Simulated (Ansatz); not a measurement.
## ZnS: stable or not

The cell was reached from a generator's guess, though it ends in a space group that the Crystallography Open Database lists for this formula.

These are results of DFT PBE, scalar-relativistic, plane waves, PAW (Ansatz), not measurements. The final run on the 4-atom cell used 420 eV, a Γ-centred 12×12×4 mesh, 0.02 eV smearing and no spin polarisation.

```cif
data_structure
_symmetry_space_group_name_H-M 'P 1'
_symmetry_Int_Tables_number 1
_cell_length_a 3.8456
_cell_length_b 3.8456
_cell_length_c 6.3071
_cell_angle_alpha 90.000
_cell_angle_beta 90.000
_cell_angle_gamma 120.000
_cell_volume 80.78
loop_
_atom_site_label
_atom_site_type_symbol
_atom_site_fract_x
_atom_site_fract_y
_atom_site_fract_z
_atom_site_occupancy
Zn1 Zn 0.66667 0.33333 0.64542 1
Zn2 Zn 0.33333 0.66667 0.14542 1
S1 S 0.66667 0.33333 0.01987 1
S2 S 0.33333 0.66667 0.51987 1
```

Energies over the elements count from the elements' standard structures at the same level, with no fitted energy shifts.

Q: These tests were run: energy against the elements; phonons on a 2×2×1 q mesh; elastic tensor. What do they show?

A:

| test | result |
| --- | --- |
| energy against the elements | −0.819 eV/atom |
| phonons on a 2×2×1 q mesh | no imaginary mode on the mesh |
| elastic tensor | least eigenvalue 28 GPa |

It fails none of these tests. Other phases of the system weren't compared here, so this isn't yet thermodynamic stability.

The reference form of S is held partly by dispersion forces, which this level lacks. The run for the phonons used a 12×12×4 k mesh. The run for the elastic tensor used a 12×12×4 k mesh.
